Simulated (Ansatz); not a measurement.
Input and command of a plane-wave DFT calculation in Ansatz:

```yaml
crystal:
  lattice:
    - [0.0, 1.9724163618, 1.9724163618]
    - [1.9724163618, 0.0, 1.9724163618]
    - [1.9724163618, 1.9724163618, 0.0]
  atoms:
    - { symbol: V, position: [0.0, 0.0, 0.0] }
basis:
  ecutwfc: 420
kpoints:
  mp_grid: { grid: [8, 8, 8] }
hamiltonian:
  xc: pbe
scf:
  occupations: { method: gaussian, width: 0.1 }
output:
  forces: true
  stress: true
  eigenvalues: true
relax:
  adjacent_minimum: "off"
  f_tol: 0.0325
  max_steps: 70
  cell: { stress_tol: 0.24 }
```

```bash
ansatz run input.yaml --threads 2 --pin off --max-ram 5120MiB --backend cpu --events-out ev --progress --plain --runs-dir out
```

Processor: Arm Neoverse V1, 2 threads, on a host shared with other jobs.

Question: How long does it run, and how much memory does it take?

Answer: About 1.6 s on 2 threads of Arm Neoverse V1, with other jobs on the host, peak memory 0.26 GiB. It solves 11 bands at 29 k points (the mesh reduced by the symmetry that the task leaves, which can be less than the crystal's) with about 283 plane waves (on the last cell), in 26 SCF iterations over 5 ionic steps.
